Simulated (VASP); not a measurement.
Wanted: the native input for a VASP 6.6.1 run.

```yaml
Task: single point
Functional: PBE
Potentials_or_basis: VASP PAW PBE potentials, release 64 (Ga_d, Co)
Cutoff: 520 eV
k_mesh: 6 × 6 × 6
Occupations: gaussian, width 0.1 eV
Spin: collinear spin, typed start
Starting_moments: "[0.0, 0.31] μB"
Dipole_correction: no
Further_INCAR_settings: ALGO = Normal; EDIFF = 1e-06; NBANDS = 22
```

The structure of GaCo lies in POSCAR:

```
GaCo
1.0
    2.8818802562      0.0000000000      0.0000000000
    0.0000000000      2.8818802562      0.0000000000
    0.0000000000      0.0000000000      2.8818802562
Ga Co
1 1
Direct
    0.5000000000      0.5000000000      0.5000000000
    0.0000000000      0.0000000000      0.0000000000
```

The cell comes from a database or a generator and needn't be the stable form of this composition.

One way to write it, as run:

INCAR

```
ALGO = Normal
EDIFF = 1E-6
ENCUT = 520
GGA = PE
ISIF = 2
ISMEAR = 0
ISPIN = 2
LASPH = True
LCHARG = False
LMAXMIX = 4
LORBIT = 11
LREAL = False
LWAVE = False
MAGMOM = 0 0.31
NBANDS = 22
NELM = 150
PREC = Accurate
SIGMA = 0.1
```

KPOINTS

```
k-points
0
Gamma
  6 6 6
```

Potentials or basis: VASP PAW PBE potentials, release 64 (Ga_d, Co).

Run with:

```console
$ cat potpaw_PBE.64/Ga_d/POTCAR potpaw_PBE.64/Co/POTCAR > POTCAR
$ mpirun -np 1 vasp_std > vasp.out
```

Results of the run:

| Property | Result |
| --- | --- |
| Pressure | 0.4 GPa |
| Band gap on the k mesh | none (metal or under the smearing width) |
| Net moment | 0.24 μB per cell |
| Site moments | Ga -0.02; Co +0.28 μB |
| Valence electrons inside the program's atomic spheres | Ga 11.78; Co 8.34 |

Caveat: the k mesh is coarse (spacing up to 0.36 Å⁻¹), so the values aren't converged.

It took 12 s on 1 thread of Intel(R) Xeon(R) 6975P-C (Granite Rapids), on a shared host, peak memory 0.14 GiB.
